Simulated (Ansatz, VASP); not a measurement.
This is a calculation of GaN for VASP 6.6.1.

INCAR

```
SYSTEM = GaN
  PREC = Accurate
  ENCUT = 520
  EDIFF = 1E-6
  ISMEAR = -1
  SIGMA = 0.05
  LREAL = .FALSE.
  LASPH = .TRUE.
  NELM = 60
  ALGO = Normal
  ISIF = 2
  LWAVE = .FALSE.
  LCHARG = .FALSE.
  GGA = PE
  NBANDS = 16
```

File KPOINTS:

```
regular mesh
0
G
  6 6 6
  0 0 0
```

File POSCAR:

```
GaN
1.0
    0.0000000000      2.1352350000      2.1352350000
    2.1352350000      0.0000000000      2.1352350000
    2.1352350000      2.1352350000      0.0000000000
Ga N
1 1
Direct
    0.0000000000      0.0000000000      0.0000000000
    0.5000000000      0.5000000000      0.5000000000
```

Potentials or basis: VASP PAW PBE potentials, release 64 (Ga_d, N).

Command:

```sh
$ cat potpaw_PBE.64/Ga_d/POTCAR potpaw_PBE.64/N/POTCAR > POTCAR
$ mpirun -np 1 vasp_std > vasp.out
```

Problem. Set up the same calculation for Ansatz 0.2.0. Potentials there: all-electron PAW datasets made for the crystal.

Solution. As run (the cutoff follows the program's own potentials):

Contents of input.yaml:

```yaml
crystal:
  lattice:
    - [0.0, 2.135235, 2.135235]
    - [2.135235, 0.0, 2.135235]
    - [2.135235, 2.135235, 0.0]
  atoms:
    - { symbol: Ga, position: [0.0, 0.0, 0.0] }
    - { symbol: "N", position: [0.5, 0.5, 0.5] }
kpoints:
  mp_grid: { grid: [6, 6, 6] }
scf:
  occupations: { method: fermi_dirac, width: 0.05 }
hamiltonian:
  xc: pbe
  pseudopotentials: { kind: all_electron, datasets: crystal }
output:
  forces: true
  stress: true
  eigenvalues: true
```

Potentials or basis: all-electron PAW datasets made for the crystal.

Command:

```console
$ ansatz run input.yaml --threads 1 --pin off --max-ram 3072MiB --backend cpu --events-out ev --progress --plain --runs-dir out
```

Both were run:

|  | VASP | Ansatz | Ansatz less VASP |
| --- | --- | --- | --- |
| gap on the k mesh at the Fermi level (eV) | 0.38 | 0.39 | +0.011 |
| least direct gap on the mesh (eV) | 2.36 | 2.37 | +0.011 |
| pressure (GPa) | 0.3 | -0.4 | -0.74 |

Ansatz ran all-electron here, so the differences hold the error of VASP's frozen core and of both bases.

Caveats: the k mesh is coarse (spacing up to 0.42 Å⁻¹), so the values aren't converged.
